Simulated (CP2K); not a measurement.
Au:

```xyz
1
Lattice="2.8705 0.0000 0.0000 -0.9568 2.7063 0.0000 -0.9568 -1.3532 2.3437" Properties=species:S:1:pos:R:3 pbc="T T T"
Au    0.0000    0.0000    0.0000
```

This isn't the form of Au at room conditions, which is fcc.

| Quantity | Value |
| --- | --- |
| Program | CP2K 2026.2 |
| Task | single point |
| Functional | PBEsol |
| Potentials or basis | POTENTIAL_UZH Au GTH-PBE-q11; TZVP-MOLOPT-PBE-GTH basis |
| Density cutoff | 6803 eV |
| k mesh | 11 × 11 × 11 |
| Occupations | fermi-dirac, width 0.05 eV |
| Spin | no spin polarisation |

On this cell: pressure -3.9 GPa; band gap on the k mesh none (metal or under the smearing width).

The same run follows on a disturbed copy (cell strained at random at fixed volume):

```
Au
1.0
     2.85407    0.00000    0.00000
    -0.91161    2.65713    0.00000
    -1.03758   -1.39133    2.40083
Au
1
Direct
  0.99012 0.98291 0.97870
```

Task: What does the disturbed cell give?

Result: The energy (extrapolated to zero smearing) moves by +7.9 meV/atom; pressure -3.4 GPa; band gap on the k mesh none (metal or under the smearing width).

Stress tensor (GPa, compression positive):
```
-3.13 -2.14  0.77
-2.14 -1.59  1.61
 0.77  1.61 -5.43
```

Caveats: the potentials were made for another functional, which shifts forces and pressure; the basis of atomic orbitals isn't converged, which shifts pressures, moduli and gaps.
